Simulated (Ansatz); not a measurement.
# Anharmonic phonons and stability of La2O3 (P-3m1), part 2 of 2

Aim: the vibrations and stability of La2O3 with thermal and zero-point motion included. The starting cell is a computed one from a database.

Ansatz 0.2.0; DFT PBE, scalar-relativistic, plane waves, PAW.

So far. Step 2 (A first coarse run): The start is under 1.9 GPa at this level and looks like an insulator or semiconductor on this mesh. Step 4 (Tight relaxation): The residual pressure is -3.9e-5 GPa, small enough for phonons. The relaxed cell has a = 3.940, c = 6.188 Å (conventional setting).

### 5. Sampling the crystal at temperature (continued)

1200 K; each column in its own order of rank; one wavevector of each set of like ones; translations left out; no LO-TO term. Modes at 1200K, by row, the first 40 of 87 rows:

| q1 | q2 | q3 | rank | harmonic (cm⁻¹) | gaussian (cm⁻¹) | gaussian error (cm⁻¹) | hessian (cm⁻¹) | hessian error (cm⁻¹) | path integral (cm⁻¹) | path integral error (cm⁻¹) |
| --- | --- | --- | --- | --- | --- | --- | --- | --- | --- | --- |
| 0 | 0 | 0 | 1 | 97.3 | 101.1 | 0.6 | 93.9 | 0.9 | 91.5 | 0.9 |
| 0 | 0 | 0 | 2 | 97.3 | 101.1 | 0.6 | 93.9 | 0.9 | 91.5 | 0.9 |
| 0 | 0 | 0 | 3 | 164.3 | 187.1 | 0.9 | 167.6 | 4.3 | 154.1 | 2.6 |
| 0 | 0 | 0 | 4 | 164.3 | 206.1 | 1.6 | 174.2 | 3.5 | 155.1 | 4.2 |
| 0 | 0 | 0 | 5 | 173.6 | 216.2 | 0.4 | 195.7 | 0.8 | 196.4 | 1.2 |
| 0 | 0 | 0 | 6 | 180.7 | 216.2 | 0.4 | 195.7 | 0.8 | 196.4 | 1.2 |
| 0 | 0 | 0 | 7 | 343.4 | 356.5 | 1.4 | 331.4 | 2.8 | 323.9 | 2.4 |
| 0 | 0 | 0 | 8 | 343.4 | 356.5 | 1.4 | 331.4 | 2.8 | 323.9 | 2.4 |
| 0 | 0 | 0 | 9 | 378.5 | 381.1 | 1.3 | 356.9 | 2.8 | 331.5 | 4.7 |
| 0 | 0 | 0 | 10 | 378.5 | 385.3 | 0.7 | 359.1 | 1.3 | 348.8 | 2.1 |
| 0 | 0 | 0 | 11 | 381.4 | 385.3 | 0.7 | 359.1 | 1.3 | 348.8 | 2.1 |
| 0 | 0 | 0 | 12 | 425.9 | 431.5 | 1.3 | 399.4 | 2.7 | 362.4 | 4.5 |
| 0 | 0 | 0.5 | 1 | 56.2 | 65.2 | 0.3 | 58.2 | 1 | 57.9 | 0.5 |
| 0 | 0 | 0.5 | 2 | 56.2 | 65.2 | 0.3 | 58.2 | 1 | 57.9 | 0.5 |
| 0 | 0 | 0.5 | 3 | 86.1 | 83.3 | 0.3 | 80.5 | 0.4 | 77.8 | 0.3 |
| 0 | 0 | 0.5 | 4 | 86.1 | 83.3 | 0.3 | 80.5 | 0.4 | 77.8 | 0.3 |
| 0 | 0 | 0.5 | 5 | 96.9 | 102.6 | 0.5 | 95 | 1.5 | 94.4 | 0.8 |
| 0 | 0 | 0.5 | 6 | 140.2 | 144.8 | 0.9 | 130.4 | 1.5 | 126.4 | 1.5 |
| 0 | 0 | 0.5 | 7 | 164.9 | 214.9 | 0.8 | 193.4 | 2.3 | 192.3 | 1.9 |
| 0 | 0 | 0.5 | 8 | 164.9 | 214.9 | 0.8 | 193.4 | 2.3 | 192.3 | 1.9 |
| 0 | 0 | 0.5 | 9 | 333.3 | 343.3 | 0.9 | 317.3 | 1.4 | 309.3 | 2.3 |
| 0 | 0 | 0.5 | 10 | 333.3 | 343.3 | 0.9 | 317.3 | 1.4 | 309.3 | 2.3 |
| 0 | 0 | 0.5 | 11 | 378.1 | 376.1 | 1.8 | 353 | 3 | 336.5 | 4.2 |
| 0 | 0 | 0.5 | 12 | 384.9 | 394.4 | 1.1 | 368.6 | 3.1 | 361.1 | 3.2 |
| 0 | 0 | 0.5 | 13 | 384.9 | 394.4 | 1.1 | 368.6 | 3.1 | 361.1 | 3.2 |
| 0 | 0 | 0.5 | 14 | 392.3 | 414.7 | 2.1 | 402.6 | 7 | 404 | 3.1 |
| 0 | 0 | 0.5 | 15 | 493 | 489.8 | 1.6 | 461.4 | 14.8 | 440.1 | 3.5 |
| 0 | 0.3333 | 0 | 1 | 64.8 | 66.8 | 0.2 | 61.7 | 0.3 | 60.8 | 0.3 |
| 0 | 0.3333 | 0 | 2 | 79 | 86.9 | 0.2 | 79.7 | 1.2 | 76.6 | 0.4 |
| 0 | 0.3333 | 0 | 3 | 104.3 | 120.4 | 0.3 | 112.9 | 0.8 | 112.2 | 0.4 |
| 0 | 0.3333 | 0 | 4 | 105.6 | 135 | 0.3 | 121.2 | 1.3 | 117.9 | 0.9 |
| 0 | 0.3333 | 0 | 5 | 156.5 | 163.4 | 0.4 | 143.9 | 0.8 | 129.3 | 1.8 |
| 0 | 0.3333 | 0 | 6 | 178.2 | 183.5 | 0.2 | 172.5 | 0.5 | 168 | 0.6 |
| 0 | 0.3333 | 0 | 7 | 193 | 230.7 | 0.6 | 207 | 1.3 | 202.5 | 1.4 |
| 0 | 0.3333 | 0 | 8 | 196.4 | 232 | 0.7 | 211.3 | 0.9 | 211 | 0.9 |
| 0 | 0.3333 | 0 | 9 | 250.3 | 262.9 | 0.4 | 236.3 | 1.9 | 212.3 | 3.2 |
| 0 | 0.3333 | 0 | 10 | 278 | 287.5 | 0.8 | 262.2 | 1.7 | 251.6 | 1.1 |
| 0 | 0.3333 | 0 | 11 | 313 | 329 | 0.7 | 301.3 | 1.2 | 293.6 | 1.4 |
| 0 | 0.3333 | 0 | 12 | 352.8 | 356.9 | 0.7 | 335.9 | 1.6 | 322.2 | 1.6 |
| 0 | 0.3333 | 0 | 13 | 380.4 | 387 | 0.4 | 363.1 | 0.8 | 353.9 | 1.7 |

By temperature, by row:

| T (K) | verdict | pressure (GPa) | error (GPa) | vibrational free energy (eV/cell) | entropy (J/mol-cell/K) | free energy beyond the Gaussian (eV/cell) | mean-square displacement of the first La, sum over three axes, rings (Å²) | rings doubtful |
| --- | --- | --- | --- | --- | --- | --- | --- | --- |
| 50 | stable | 0.7823 | 0.0037 | 0.2223 | 11.59 | -4.23e-4 | 0.003805 | false |
| 200 | stable | 1.218 | 0.0058 | 0.1408 | 90.99 | -0.00203 | 0.009936 | false |
| 400 | stable | 1.98 | 0.0093 | -0.1274 | 161.8 | -0.0073 | 0.01921 | false |
| 1200 | stable | 4.762 | 0.018 | -2.083 | 288.1 | -0.0507 | 0.05922 | true |

Lowest frequency on the supercell's wavevectors (translations apart) against temperature:

| temperature (K) | harmonic (cm⁻¹) | gaussian (cm⁻¹) | hessian (cm⁻¹) | path integral (cm⁻¹) |
| --- | --- | --- | --- | --- |
| 50 | 56.2 | 57.5 | 56.6 | 56.6 |
| 200 | 56.2 | 58.4 | 56.3 | 56.3 |
| 400 | 56.2 | 60.5 | 57.2 | 56.9 |
| 1200 | 56.2 | 65.2 | 58.2 | 57.9 |

Free-energy Hessian at 1200 K, interpolated by phonopy, no LO-TO term. Phonon branches along the path, in cm⁻¹:

| point | branch 1 | branch 2 | branch 3 | branch 4 | branch 12 | branch 13 | branch 14 | branch 15 |
| --- | --- | --- | --- | --- | --- | --- | --- | --- |
| Γ | 0 | 0 | 0 | 94 | 357 | 359 | 359 | 399 |
| halfway | 50 | 64 | 108 | 108 | 338 | 361 | 439 | 455 |
| M | 72 | 100 | 116 | 118 | 332 | 365 | 484 | 496 |
| halfway | 79 | 101 | 118 | 130 | 324 | 371 | 469 | 476 |
| K | 85 | 110 | 110 | 143 | 302 | 383 | 453 | 453 |
| halfway | 55 | 74 | 109 | 127 | 336 | 361 | 441 | 468 |
| Γ | 0 | 0 | 0 | 94 | 357 | 359 | 359 | 399 |
| halfway | 37 | 37 | 63 | 89 | 354 | 365 | 365 | 447 |
| A | 58 | 58 | 80 | 80 | 369 | 369 | 403 | 461 |
| halfway | 68 | 70 | 92 | 97 | 340 | 367 | 441 | 471 |
| L | 53 | 77 | 92 | 109 | 319 | 363 | 446 | 510 |
| halfway | 74 | 82 | 112 | 117 | 301 | 376 | 446 | 493 |
| H | 85 | 85 | 125 | 151 | 282 | 389 | 461 | 461 |
| halfway | 63 | 88 | 92 | 104 | 334 | 369 | 451 | 471 |
| A | 58 | 58 | 80 | 80 | 369 | 369 | 403 | 461 |
| jump to L | 53 | 77 | 92 | 109 | 319 | 363 | 446 | 510 |
| halfway | 74 | 75 | 112 | 114 | 326 | 364 | 460 | 508 |
| M | 72 | 100 | 116 | 118 | 332 | 365 | 484 | 496 |
| jump to K | 85 | 110 | 110 | 143 | 302 | 383 | 453 | 453 |
| halfway | 96 | 96 | 102 | 149 | 293 | 386 | 457 | 457 |
| H | 85 | 85 | 125 | 151 | 282 | 389 | 461 | 461 |

The lowest frequency on the supercell's wavevectors (translations apart) is 56.2 cm⁻¹ at 200 K (harmonic); 58.4 cm⁻¹ at 200 K (gaussian); 56.3 cm⁻¹ at 200 K (hessian). On this path the spectrum ends at 510 cm⁻¹ (at L).

### 6. Results

| Property | Result |
| --- | --- |
| 50 K | stable; softest mode 56.6 cm⁻¹ (harmonic 56.2); pressure 0.782 GPa |
| 200 K | stable; softest mode 56.3 cm⁻¹ (harmonic 56.2); pressure 1.22 GPa |
| 400 K | stable; softest mode 57.2 cm⁻¹ (harmonic 56.2); pressure 1.98 GPa |
| 1200 K | stable; softest mode 58.2 cm⁻¹ (harmonic 56.2); pressure 4.76 GPa |

**Reading.** At fixed cell La2O3 is judged stable at 50 K, stable at 200 K, stable at 400 K and stable at 1200 K. The crystal is harmonically stable on these wavevectors; at fixed cell its lowest frequency is 56.2 cm⁻¹ in the harmonic picture and 58.2 cm⁻¹ from the free energy at 1200 K. The free-energy curvature lies below the Gaussian's frequency because the cubic (bubble) term lowers it; of these two only the curvature can turn negative. At 1200 K the largest relative shift among harmonically stable modes above 20 cm⁻¹ that exceeds three times its error is at q = (0.3333, 0.3333, 0): 57 cm⁻¹ becomes 85 ± 1.1 cm⁻¹, matching modes by rank. The pressure column includes 0.0042 GPa of the lattice at rest on the supercell's coarser k-mesh; in the Gaussian the ions' motion adds +4.76 GPa at 1200 K, from the supercell's own modes alone. The cell is held fixed, the 90-atom supercell samples only its own wavevectors, and LO–TO splitting and linewidths are not included; the verdicts are statistical. The program marks its path-integral figures as doubtful at some temperatures.

[Hosts, paths, dates, database ids (printed as entryN), source tags and the programs' standing remarks are cut or masked in the printed files.]

[A step with changed settings may run another functional than the one named; its input shows which.]
